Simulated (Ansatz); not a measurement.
Molecular dynamics on a 2×2×2 supercell (16 atoms) of BeSe (zincblende), relaxed with r2SCAN. Forces come from PBEsol in Ansatz 0.2.0: constant energy and volume (NVE), velocities drawn at 1700 K, steps of 1 fs. Computed, non-magnetic; the trajectory is short and the cell small, so nothing here is a converged average.

```yaml
crystal:
  lattice:
    - [0.0, 5.1620707526, 5.1620707526]
    - [5.1620707526, 0.0, 5.1620707526]
    - [5.1620707526, 5.1620707526, 0.0]
  atoms:
    - { symbol: Be, position: [0.0, 0.0, 0.0] }
    - { symbol: Se, position: [0.125, 0.125, 0.125] }
    - { symbol: Be, position: [0.0, 0.0, 0.5] }
    - { symbol: Se, position: [0.125, 0.125, 0.625] }
    - { symbol: Be, position: [0.0, 0.5, 0.0] }
    - { symbol: Se, position: [0.125, 0.625, 0.125] }
    - { symbol: Be, position: [0.0, 0.5, 0.5] }
    - { symbol: Se, position: [0.125, 0.625, 0.625] }
    - { symbol: Be, position: [0.5, 0.0, 0.0] }
    - { symbol: Se, position: [0.625, 0.125, 0.125] }
    - { symbol: Be, position: [0.5, 0.0, 0.5] }
    - { symbol: Se, position: [0.625, 0.125, 0.625] }
    - { symbol: Be, position: [0.5, 0.5, 0.0] }
    - { symbol: Se, position: [0.625, 0.625, 0.125] }
    - { symbol: Be, position: [0.5, 0.5, 0.5] }
    - { symbol: Se, position: [0.625, 0.625, 0.625] }
kpoints:
  mp_grid: { grid: [2, 2, 2] }
hamiltonian:
  xc: pbesol
scf:
  occupations: { method: fermi_dirac, width: 0.146 }
md:
  ensemble: nve
  temperature: 1700
  timestep: 1.0
  n_steps: 30
  initial_velocities: maxwell_boltzmann
  seed: 5340
```

Command: `ansatz run input.yaml --threads 4 --pin off --max-ram 3686MiB --backend cpu --events-out ev --progress --plain --runs-dir out`. It took 53 s on 4 threads of Arm Neoverse V1, on a shared host; peak host memory 1 GiB.

Q: How do temperature and energy develop?

A: The temperature starts at 1700 K, is lowest at step 17 (753 K, 17 fs) and ends at 1121 K. The atoms start on their lattice sites with kinetic energy alone, so much of it first passes into potential energy. The conserved energy stays within 0.25 meV an atom. By the last step the atoms have moved 0.19 Å in the root mean square, the drift of the whole cell taken out, 0.28 Å at most.
```tsv
step	t (fs)	T (K)	free energy F from step 0 (meV/atom)	kinetic energy (meV/atom)	largest force (eV/Å)
0	0	1700	0.0	206.0	0.00
1	1	1691	1.1	204.9	0.35
2	2	1664	4.4	201.7	0.70
3	3	1620	9.7	196.3	1.04
4	4	1561	16.9	189.2	1.37
5	5	1489	25.6	180.4	1.69
6	6	1407	35.6	170.5	1.99
7	7	1318	46.4	159.7	2.27
8	8	1225	57.7	148.5	2.52
9	9	1133	68.8	137.3	2.73
10	10	1046	79.5	126.7	2.92
11	11	966	89.2	117.0	3.06
12	12	896	97.7	108.6	3.16
13	13	839	104.6	101.6	3.23
14	14	796	109.8	96.4	3.25
15	15	767	113.3	93.0	3.24
16	16	754	114.9	91.3	3.20
17	17	753	114.9	91.3	3.14
18	18	765	113.5	92.7	3.05
19	19	787	110.8	95.4	2.95
20	20	817	107.2	99.0	2.85
21	21	852	102.9	103.3	2.73
22	22	891	98.1	108.0	2.62
23	23	932	93.2	112.9	2.49
24	24	972	88.4	117.7	2.35
25	25	1009	83.8	122.3	2.21
26	26	1043	79.7	126.4	2.05
27	27	1073	76.1	130.0	1.89
28	28	1096	73.3	132.8	1.79
29	29	1112	71.3	134.8	1.71
30	30	1121	70.2	135.9	1.74
```

Positions (Å) and forces (eV/Å) at step 30:
```
Be   0.183   0.004  -0.137    -1.107   0.132   0.816
Se   1.393   1.060   1.349    -0.211   1.618  -0.601
Be   2.485   2.573   0.011     0.434   0.059  -0.040
Se   3.795   3.953   1.258     0.739  -0.515  -0.570
Be   2.712   0.024   2.691     0.470   0.006   0.047
Se   4.028   1.397   3.914    -0.043  -0.054  -0.399
Be   5.279   2.840   2.514    -0.545  -0.887   0.005
Se   6.515   4.015   3.871    -0.784  -0.405   0.755
Be   0.113   2.544   2.454    -0.154   0.027   0.419
Se   1.344   3.775   3.972     0.187  -0.028  -1.622
Be   2.529   5.114   2.485    -0.288   0.634   0.758
Se   3.834   6.610   3.739    -0.498  -0.955   0.386
Be   2.624   2.547   5.200    -0.521  -0.960   0.028
Se   3.775   3.783   6.468     1.148   0.668   0.230
Be   4.900   5.227   5.140     0.484  -0.164  -0.339
Se   6.267   6.355   6.434     0.689   0.823   0.125
```
